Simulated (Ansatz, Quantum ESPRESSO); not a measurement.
This is a calculation of Co for Ansatz 0.2.0. 

Contents of input.yaml:

```yaml
crystal:
  lattice:
    - [2.4719999032, 0.0, 0.0]
    - [-1.2359999516, 2.1408147143, 0.0]
    - [0.0, 0.0, 4.02114408]
  atoms:
    - { symbol: Co, position: [0.6666666667, 0.3333333333, 0.75], spin: 2.0 }
    - { symbol: Co, position: [0.3333333333, 0.6666666667, 0.25], spin: 2.0 }
kpoints:
  mp_grid: { grid: [12, 12, 7] }
scf:
  occupations: { method: fermi_dirac, width: 0.05 }
hamiltonian:
  xc: pbesol
  pseudopotentials: { kind: all_electron, lapw: { basis_error: 0.001 } }
magnetization:
  spin_polarized: true
output:
  forces: true
  stress: true
  eigenvalues: true
```

Potentials or basis: all-electron LAPW, scalar-relativistic.

Launch:

```sh
$ ansatz run input.yaml --threads 2 --pin off --max-ram 6144MiB --backend cpu --events-out ev --progress --plain --runs-dir out
```

Q: Translate it to Quantum ESPRESSO 7.5. Potentials or basis there: GBRV 1.5 PBEsol, cutoff 762 eV.

A: As run (cutoffs and basis follow the program's own potentials, and thresholds, step limits or extra output files can differ):

The input pw.in:

```
&CONTROL
  calculation = 'scf'
  prefix = 'pwscf'
  outdir = './tmp'
  pseudo_dir = './pseudo'
  tprnfor = .true.
  tstress = .true.
  disk_io = 'nowf'
/
&SYSTEM
  ibrav = 0
  A = 2.4719999
  nat = 2
  ntyp = 1
  ecutwfc = 56
  ecutrho = 448
  nbnd = 28
  occupations = 'smearing'
  smearing = 'fd'
  degauss = 0.00367493
  nspin = 2
  starting_magnetization(1) = 0.1176
/
&ELECTRONS
  conv_thr = 4d-10
  electron_maxstep = 120
  mixing_beta = 0.3
/
ATOMIC_SPECIES
Co    58.9332 co_pbesol_v1.2.uspp.F.UPF
CELL_PARAMETERS alat
   1.0000000013    0.0000000000    0.0000000000
  -0.5000000006    0.8660254049    0.0000000000
   0.0000000000    0.0000000000    1.6266764736
ATOMIC_POSITIONS alat
Co     0.5000000007    0.2886751349    1.2200073552
Co     0.0000000000    0.5773502700    0.4066691184
K_POINTS automatic
12 12 7 0 0 0
```

Potentials or basis: GBRV 1.5 PBEsol.

Launch:

```sh
$ OMP_NUM_THREADS=1 mpirun -n 2 pw.x -nk 2 -in pw.in > pw.out
```

Both were run:

|  | Ansatz | Quantum ESPRESSO |
| --- | --- | --- |
| Pressure | -5.8 GPa | -5.4 GPa |
| Net moment | 3.20 μB per cell | 3.29 μB per cell |
| Absolute moment | 3.49 μB per cell | 3.61 μB per cell |

Where Ansatz's input types no cutoff or centring, it takes its own default and a Γ-centred mesh.

The magnetic state is the one that the start led to; the real crystal's order can differ.

Pressure is positive in compression.
